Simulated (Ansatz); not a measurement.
I need a phonon calculation by finite displacements of GaSb, space group Immm. Use the Ansatz DFT code, driven from Python. Use: PBEsol, PAW, cutoff 571 eV, 6×6×6 k-points, Fermi-Dirac smearing of 0.1 eV, D3BJ dispersion.

Input file `gasb.extxyz`:
```text
2
Lattice="-1.555901 2.675003 2.893313 1.555901 -2.675003 2.893313 1.555901 2.675003 -2.893313" Properties=species:S:1:pos:R:3 pbc="T T T"
Ga    0.00000000    0.00000000    0.00000000
Sb    0.00000000    0.00000000    2.89331300
```

`phonons.py`
```python
"""Lattice dynamics of GaSb in a supercell."""

from dataclasses import dataclass
from pathlib import Path

import ansatz as az
import numpy as np


@dataclass(frozen=True)
class RunConfig:
    functional: str = "PBEsol"
    vdw: str = "d3bj"
    smearing: str = "fermi_dirac"
    width_ev: float = 0.1
    kgrid: tuple[int, ...] = (6, 6, 6)


opts = RunConfig()

gasb = az.Crystal.from_extxyz("gasb.extxyz")
path = [
    ("G", (0.0, 0.0, 0.0)),
    ("R", (0.0, 0.5, 0.0)),
    ("W", (0.25, 0.25, 0.25)),
    ("S", (0.5, 0.0, 0.0)),
    ("G", (0.0, 0.0, 0.0)),
    ("T", (0.0, 0.0, 0.5)),
]

# the k mesh has to be a multiple of the supercell
job = (
    gasb.calculation()
    .functional(opts.functional, dispersion=opts.vdw)
    .basis(21 * az.Ha)
    .occupations(opts.smearing, width=opts.width_ev)
    .kpoints(*opts.kgrid)
    .phonons("fd", supercell=2, amplitude=0.02, path=[q for _, q in path], intervals=4)
)
outcome = job.run(threads=1, pin="off", runs_dir="out")
folder = Path(outcome.output_folder) / "results"
ph = outcome.phonons

for mode, w in enumerate(ph.gamma_omega_inv_cm, start=1):
    print(f"Gamma mode {mode:2d}: {w:8.1f} 1/cm  {w / 33.35641:7.3f} THz")
print(f"{ph.n_members} displaced supercells, sum-rule residual {ph.asr_residual_pre_ev_ang2:.1e} eV/A^2")
table = np.loadtxt(folder / "phbands.tsv", comments="#")
n_modes = len(ph.gamma_omega_inv_cm)
omega = table[:, 1 : 1 + n_modes]
print("q distance and wavenumbers (1/cm)")
for row in table[::2]:
    print(f"{row[0]:7.3f}", " ".join(f"{v:7.1f}" for v in row[1 : 1 + n_modes]))
# a negative number stands for an imaginary frequency
print(f"lowest {omega.min():.1f}, highest {omega.max():.1f} 1/cm on the path;", "unstable" if omega.min() < -10 else "no imaginary branch")
```

```console
$ python phonons.py
RunWarning: on the 16×22×24 q-mesh 632 entries of the irreducible table, 1.515e-1 modes per cell, the lowest at -42.80 cm⁻¹, stand at or below zero and are read as no rigid motion or as one in doubt: the zero-point energy, F, S and C_V leave that weight out. [...]
Gamma mode  1:    -42.8 1/cm   -1.283 THz
Gamma mode  2:      0.0 1/cm    0.000 THz
Gamma mode  3:      0.0 1/cm    0.000 THz
Gamma mode  4:      0.0 1/cm    0.000 THz
Gamma mode  5:     96.6 1/cm    2.897 THz
Gamma mode  6:    131.4 1/cm    3.940 THz
2 displaced supercells, sum-rule residual 3.1e-04 eV/A^2
q distance and wavenumbers (1/cm)
  0.000   -42.8     0.0     0.0     0.0    96.6   131.4
  0.573    38.9    46.6    63.7    70.0    90.1   131.9
  1.146    70.0    70.9    82.3    86.7    99.3   132.1
  1.440    51.9    65.9    93.5    96.9    97.9   132.2
  1.734    37.5    63.7    94.4    98.9   106.0   132.3
  2.238    39.0    63.9    84.9    90.9   105.6   136.7
  2.743    20.8    51.2    76.4    87.1   111.2   141.5
  3.143   -24.7    35.0    54.0    62.9   105.4   135.0
  3.543   -42.8     0.0     0.0     0.0    96.6   131.4
  4.127    -3.4    31.8    32.4    70.5    80.3   134.6
  4.711   -15.1    23.3    43.8    84.4    99.8   138.0
lowest -42.8, highest 141.5 1/cm on the path; unstable
```
(Warnings from the package without file and line, shortened.)

The cell isn't relaxed first, so the values belong to this volume. Dispersion corrections can be off by several per cent in the lattices of metals, and by several GPa in the pressure at a fixed cell. For a metal this mesh is far too coarse, so the numbers only illustrate the procedure. No non-analytic term is added, so at the zone centre the longitudinal optical modes of a polar crystal aren't split off. Some modes are imaginary (printed negative) at these settings, from an unstable structure or from unconverged force constants, so sums over modes carry no meaning. The structure comes from a database of computed cells and needn't be a stable or known phase. The structure is taken as given and the supercell is small; imaginary modes can come from an unrelaxed or unstable start. Wall time of the script: 76 s on 1 thread of AMD EPYC 9R45 96-Core Processor (Zen 5) (shared host), peak memory 1.7 GiB.
